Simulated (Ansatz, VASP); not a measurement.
# Cu4O in VASP and in Ansatz

Contents of INCAR:

```
SYSTEM = Cu4O
ALGO = Normal
EDIFF = 1E-6
ENCUT = 520
GGA = PE
ISIF = 2
ISMEAR = 0
ISPIN = 2
LASPH = .True.
LCHARG = .False.
LMAXMIX = 4
LORBIT = 11
LREAL = .False.
LWAVE = .False.
MAGMOM = 1 1 -1 -1 0
NBANDS = 37
NELM = 150
PREC = Accurate
SIGMA = 0.1
```

KPOINTS

```
k-points
0
Gamma
  4 4 4
  0 0 0
```

The input POSCAR:

```
Cu4O
1.0
    3.8296640400      0.0000000000      0.0000000000
    0.0000000000      3.8296640400      0.0000000000
    0.0000000000      0.0000000000      3.8296640400
Cu O
4 1
Direct
    0.5000000000      0.5000000000      0.5000000000
    0.0000000000      0.5000000000      0.5000000000
    0.5000000000      0.0000000000      0.5000000000
    0.5000000000      0.5000000000      0.0000000000
    0.0000000000      0.0000000000      0.0000000000
```

Input for Ansatz:

```yaml
crystal:
  lattice:
    - [3.82966404, 0.0, 0.0]
    - [0.0, 3.82966404, 0.0]
    - [0.0, 0.0, 3.82966404]
  atoms:
    - { symbol: Cu, position: [0.5, 0.5, 0.5], spin: 1.0 }
    - { symbol: Cu, position: [0.0, 0.5, 0.5], spin: 1.0 }
    - { symbol: Cu, position: [0.5, 0.0, 0.5], spin: -1.0 }
    - { symbol: Cu, position: [0.5, 0.5, 0.0], spin: -1.0 }
    - { symbol: O, position: [0.0, 0.0, 0.0] }
basis:
  ecutwfc: 420
kpoints:
  mp_grid: { grid: [4, 4, 4] }
hamiltonian:
  xc: pbe
scf:
  occupations: { method: gaussian, width: 0.1 }
  lower_state_search: "off"
output:
  forces: true
  stress: true
  eigenvalues: true
  populations: true
magnetization:
  spin_polarized: true
```

Change from the starting cell: species swapped into the Mn4N type (Pm-3m, No. 221).

Alike in both runs: task single point; functional PBE; k mesh 4 × 4 × 4; occupations gaussian, width 0.1 eV; collinear spin.

```csv
,VASP,Ansatz
version,VASP 6.6.1,Ansatz 0.2.0
potentials or method,"VASP PAW PBE potentials, release 64 (Cu, O)","scalar-relativistic, plane waves, PAW"
plane-wave cutoff (eV),520,420
valence electrons in the cell,50,82
```

Ansatz gave:

```
gap on the k mesh at the Fermi level (eV) : 0.32
least direct gap on the mesh (eV)         : 0.58
net moment per atom (μB)                  : 0.00
```

Task: Estimate VASP's values.

Result: gap on the k mesh at the Fermi level (eV): 0.32; least direct gap on the mesh (eV): 0.59; net moment per atom (μB): 0.00.

The two sets of potentials don't hold the same shells in valence. Ansatz warned: «seeded_moment_not_kept».
